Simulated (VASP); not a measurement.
# Be (P6_3/mmc) in VASP: a series of runs

Runs on Be. Level: LDA. Tasks: single point.

Everything below comes from runs of VASP 6.6.1. Logs are shortened: lines on timing, memory, paths and dates and some standing lists are left out, and cuts for length are marked.

### 1 The crystal as given

It takes space group P6_3/mmc (No. 194, hexagonal). Conventional cell: a = 2.285 Å, b = 2.285 Å, c = 3.584 Å, α = 90.00°, β = 90.00°, γ = 120.00°. Around Be (site symmetry -6m2) lie 12 Be at 2.23 to 2.29 Å.

### 2 Single point, LDA

INCAR reads:

```
  ADDGRID = F
  ALGO = Normal
  EDIFF = 1E-6
  ENCUT = 650
  GGA = CA
  ISIF = 2
  ISMEAR = 1
  LASPH = T
  LCHARG = F
  LREAL = F
  LWAVE = F
  NELM = 100
  PREC = Accurate
  SIGMA = 0.2
```

KPOINTS reads:

```
k-points
0
Gamma
  6 6 4
```

POSCAR reads:

```
Be
1.0
    2.2853000000      0.0000000000      0.0000000000
   -1.1426500000      1.9791278553      0.0000000000
    0.0000000000      0.0000000000      3.5842000000
Be
2
Direct
    0.6556040000      0.3139550000      0.7387090000
    0.3030700000      0.6820070000      0.2728280000
```

Potentials or basis: VASP PAW LDA potentials, release 64 (Be).

Command:

```bash
cat potpaw_LDA.64/Be/POTCAR > POTCAR
mpirun -np 1 vasp_std > vasp.out
```

OUTCAR:

```text
EDIFF = 1E-6
   ENCUT = 650
   GGA = CA
   ISIF = 2
   ISMEAR = 1
   LASPH = T
   LREAL = F
   NELM = 100
   PREC = Accurate

 Found     76 irreducible k-points:

 Following reciprocal coordinates:
            Coordinates               Weight
  0.000000  0.000000  0.000000      1.000000
  0.166667  0.000000  0.000000      2.000000
  0.000000  0.166667  0.000000      2.000000
 -0.166667  0.166667  0.000000      2.000000
  0.333333  0.000000  0.000000      2.000000
  0.000000  0.333333  0.000000      2.000000
   k-points           NKPTS =     76   k-points in BZ     NKDIM =     76   number of bands    NBANDS=      6
   number of dos      NEDOS =    301   number of ions     NIONS =      2
   total plane-waves  NPLWV =  12000
   dimension x,y,z NGX =    20 NGY =   20 NGZ =   30
   dimension x,y,z NGXF=    40 NGYF=   40 NGZF=   60
   ions per type =               2
   NGX,Y,Z   is equivalent  to a cutoff of  14.55, 14.55, 13.91 a.u.
   NGXF,Y,Z  is equivalent  to a cutoff of  29.10, 29.10, 27.83 a.u.
 SYSTEM =  unknown system
   PREC   = accura    normal or accurate (medium, high low for compatibility)
   ISTART =      0    job   : 0-new  1-cont  2-samecut
   ICHARG =      2    charge: 1-file 2-atom 10-const
   ISPIN  =      1    spin polarized calculation?
   LNONCOLLINEAR =      F non collinear calculations
   LSORBIT =      F    spin-orbit coupling
   LASPH  =      T    aspherical Exc in radial PAW
   ENCUT  =  650.0 eV  47.77 Ry    6.91 a.u.   4.75  4.75  7.45*2*pi/ulx,y,z
   NELM   =    100;   NELMIN=  2; NELMDL= -5     # of ELM steps
   EDIFF  = 0.1E-05   stopping-criterion for ELM
[... 30 lines left out ...]
 non-spin polarized calculation
 Methfessel and Paxton  Order N= 1 SIGMA  =   0.20
  energy-cutoff  :      650.00
  volume of cell :       16.21
 maximum number of plane-waves:       638
   NGX =  9   NGY =  9   NGZ = 15

 number of electron       4.0000000 magnetization

 Free energy of the ion-electron system (eV)
  ---------------------------------------------------
  ext. energy  EPLUGINS =         0.00000000
  ---------------------------------------------------
  free energy    TOTEN  =        -8.26193455 eV

  energy without entropy =       -8.26351615  energy(sigma->0) =       -8.26246175

 E-fermi :   6.1337     XC(G=0): -10.5311

 val. band max:        5.9448966347   @ k =  -0.3333   0.5000   0.0000
 cond. band min:       6.2710939050   @ k =  -0.3333   0.3333   0.0000
 fundamental gap:      0.3261972702
 Fermi energy:         6.1337254111

 k-point     1 :       0.0000    0.0000    0.0000
  band No.  band energies     occupation
      1      -4.5054      2.00000
      2       2.2959      2.00000
      3       7.6990     -0.00000
      4      21.5222      0.00000
      5      22.2661      0.00000
      6      24.1521      0.00000

 k-point     2 :       0.1667    0.0000    0.0000
  band No.  band energies     occupation
      1      -3.7314      2.00000
      2       3.3169      2.00000
      3       7.8623     -0.00000
      4      17.4303      0.00000
      5      19.2346      0.00000
      6      24.0637      0.00000

 k-point     3 :       0.0000    0.1667    0.0000
  band No.  band energies     occupation
      1      -3.7316      2.00000
      2       3.3185      2.00000
      3       7.8527     -0.00000
      4      17.4567      0.00000
      5      19.2357      0.00000
      6      24.1487      0.00000

 k-point     4 :      -0.1667    0.1667    0.0000
  band No.  band energies     occupation
      1      -3.7302      2.00000
      2       3.3082      2.00000
      3       7.9163     -0.00000
      4      17.3038      0.00000
      5      19.0503      0.00000
      6      24.2528      0.00000

 k-point     5 :       0.3333    0.0000    0.0000
  band No.  band energies     occupation
      1      -1.4130      2.00000
      2       6.3363     -0.05278
      3       6.9165     -0.00000
      4      12.8986      0.00000
      5      16.5525      0.00000
      6      18.4353      0.00000

 k-point     6 :       0.0000    0.3333    0.0000
  band No.  band energies     occupation
      1      -1.4117      2.00000
      2       6.3485     -0.06240
      3       6.8626     -0.00000
      4      13.0059      0.00000
      5      16.5409      0.00000
      6      18.3725      0.00000

 [... further k-points ...]
[... 5 lines left out ...]
  --------------------------------------------------------------------------------------
  -------------------------------------------------------------------------------------
  Total       -0.4284866     -0.2100383     -1.1921065      0.1344061      0.1085003     -0.1168781
  in kB      -42.3485513    -20.7586855   -117.8192745     13.2837408     10.7233908    -11.5513939
  external PRESSURE =     -60.3088371 kB  Pullay stress =       0.0000000 kB

 VOLUME and BASIS-vectors are now :
 -----------------------------------------------------------------------------
  energy-cutoff  :      650.00
  volume of cell :       16.21
      direct lattice vectors                 reciprocal lattice vectors
     2.285300000  0.000000000  0.000000000     0.437579311  0.252636533  0.000000000
    -1.142650000  1.979127855  0.000000000     0.000000000  0.505273066  0.000000000
     0.000000000  0.000000000  3.584200000     0.000000000  0.000000000  0.279002288

 POSITION                                       TOTAL-FORCE (eV/Angst)
 -----------------------------------------------------------------------------------
      1.13951      0.62136      2.64768        -0.275298      0.255035      0.863762
     -0.08669      1.34978      0.97787         0.275298     -0.255035     -0.863762
 -----------------------------------------------------------------------------------
    total drift:                                0.000000     -0.000000      0.000000

  FREE ENERGIE OF THE ION-ELECTRON SYSTEM (eV)
  ---------------------------------------------------
  free  energy   TOTEN  =        -8.2619345521 eV

  energy  without entropy=       -8.2635161529  energy(sigma->0) =       -8.26246175
```

Wall time 3.3 s (1 thread of AMD EPYC 9R45 (Zen 5), shared host); peak memory 0.09 GiB.

The run converged, but some of its settings lie outside the range that counts as converged, so its numbers aren't taken as properties of the crystal.

Results:

| Quantity | Value |
| --- | --- |
| Free energy | -8.2619 eV |
| Pressure | -6.0 GPa |
| Largest force | 0.942 eV/Å |
| Band gap on the k mesh | none (metal or under the smearing width) |

Caveat: the k mesh is coarse (spacing up to 0.53 Å⁻¹), so the values aren't converged.

### 3 Single point, LDA

Edit INCAR of step 2 so:

```diff
@@ -3,3 +3,3 @@
   EDIFF = 1E-6
-  ENCUT = 650
+  ENCUT = 400
   GGA = CA
```

KPOINTS reads:

```
k-points
0
Gamma
  8 8 5
```

POSCAR reads:

```
Be
1.0
    2.2853000000      0.0000000000      0.0000000000
   -1.1426500000      1.9791278553      0.0000000000
    0.0000000000      0.0000000000      3.5842000000
Be
2
Direct
    0.6666666667      0.3333333333      0.7500000000
    0.3333333333      0.6666666667      0.2500000000
```

Potentials or basis: VASP PAW LDA potentials, release 64 (Be).

Command:

```bash
cat potpaw_LDA.64/Be/POTCAR > POTCAR
mpirun -np 1 vasp_std > vasp.out
```

Run time: 0.9 s. Hardware: 1 thread of AMD EPYC 9R45 (Zen 5), shared host; peak memory 0.07 GiB.

The run converged, but some of its settings lie outside the range that counts as converged, so its numbers aren't taken as properties of the crystal.

Results:

```yaml
Free_energy: -8.3750 eV
Pressure: -7.9 GPa
Band_gap_on_the_k_mesh: none (metal or under the smearing width)
```

Caveat: the k mesh is coarse (spacing up to 0.40 Å⁻¹), so the values aren't converged.
